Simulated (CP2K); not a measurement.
Crystal: CaF2 (Fluorite).

```
Ca F
1.0
     3.86222    0.00000    0.00000
     1.93111    3.34478    0.00000
     1.93111    1.11493    3.15349
Ca F
1 2
Direct
  0.00000 0.00000 0.00000
  0.75000 0.75000 0.75000
  0.25000 0.25000 0.25000
```

Base run:

| Quantity | Value |
| --- | --- |
| Program | CP2K 2026.2 |
| Functional | PBEsol |
| Potentials or basis | POTENTIAL_UZH Ca GTH-PBE-q10, F GTH-PBE-q7; TZVP-MOLOPT-PBE-GTH basis |
| Density cutoff | 10204 eV |
| k mesh | 8 × 8 × 8 |
| Occupations | fermi-dirac, width 0.05 eV |
| Spin | no spin polarisation |

Its results: band gap on the k mesh 7.02 eV, indirect (least direct gap 7.29 eV); pressure -0.6 GPa.

The run is repeated on the same cell with these changes: functional from PBEsol to PBE; ngrids from 5 to 4. What comes out?

Band gap on the k mesh 7.25 eV, indirect (least direct gap 7.51 eV); pressure 3.1 GPa.

Caveats: the basis of atomic orbitals isn't converged, which shifts pressures, moduli and gaps; the potentials were made for another functional, which shifts forces and pressure (some runs).
